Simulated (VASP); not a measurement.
Si (a cell with a defect), 17 atoms in the cell. The cell holds a defect, 17 atoms: a = 7.679 Å, b = 7.679 Å, c = 7.679 Å, α = 60.00°, β = 60.00°, γ = 60.00°. The cell was built by a generator and needn't be a form met in nature.

| Property | Result |
| --- | --- |
| Program | VASP 6.6.1 |
| Task | single point |
| Functional | PBE |
| Potentials or basis | VASP PAW PBE potentials, release 64 (Si) |
| Cutoff | 520 eV |
| k mesh | 2 × 2 × 2 |
| Occupations | gaussian, width 0.02 eV |
| Spin | no spin polarisation |
| Dipole correction | no |
| Further INCAR settings | LREAL = Auto; ALGO = Fast; EDIFF = 1e-06; NBANDS = 48 |

Potentials or basis: VASP PAW PBE potentials, release 64 (Si).

Command:

```sh
$ cat potpaw_PBE.64/Si/POTCAR > POTCAR
$ mpirun -np 1 vasp_std > vasp.out
```

Hardware: 1 thread of AMD EPYC 7571, on a shared host.

**Question.** Estimate the wall time of this run.

**Answer.** Run time: 7.8 min on 1 thread of AMD EPYC 7571 (shared host), peak memory 0.43 GiB. Counts: scf iterations 15, k points 8.
